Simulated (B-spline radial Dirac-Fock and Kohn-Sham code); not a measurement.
# The Pd-like isoelectronic sequence (46 electrons), Z = 46 to 55

Level of theory: ΔSCF Dirac-Fock with Breit, self-energy and vacuum polarisation, finite nucleus, configuration average; a radial atomic solver. Binding energies in eV, tabulated ground configurations ([Kr] 4d10 throughout). Correlation and solid-state effects are left out.

```
 ion      2s  3d3/2  3d5/2     4s  outermost level  NIST ionisation energy
  Pd  3615.7  345.3  339.9  99.03     6.28 (4d5/2)                8.336839
 Ag⁺  3829.4  389.6  383.6  119.8    19.67 (4d5/2)                 21.4844
Cd²⁺  4052.3  438.2  431.5  143.5    35.82 (4d5/2)          37.468 ± 0.006
In³⁺  4284.3  490.7  483.2  169.9    54.35 (4d5/2)            55.45 ± 0.04
Sn⁴⁺  4525.1  546.9  538.4  198.6    75.09 (4d5/2)            77.03 ± 0.04
Sb⁵⁺  4774.7  606.5  597.1  229.5    97.92 (4d5/2)            99.51 ± 0.05
Te⁶⁺  5033.2  669.6  659.2  262.6    122.7 (4d5/2)            124.2 ± 0.06
 I⁷⁺       ?      ?      ?      ?                ?                       ?
Xe⁸⁺  5576.6  805.8  793.1  335.2    178.2 (4d5/2)           179.84 ± 0.12
Cs⁹⁺  5861.7  878.9  864.9  374.5    208.7 (4d5/2)             213.3 ± 2.5
```

Problem. Fill in the row of I⁷⁺.

Solution. 2s 5300.5, 3d3/2 736.0, 3d5/2 724.5, 4s 297.9, outermost 149.5 (4d5/2), NIST 150.81 ± 0.1 eV.

NIST's values are for the lowest levels; a dash marks a value that is missing or belongs to another shell. Their kind here: measured. 

Values without a named source are computed, but for edge energies of neutral atoms, which are taken from tables.
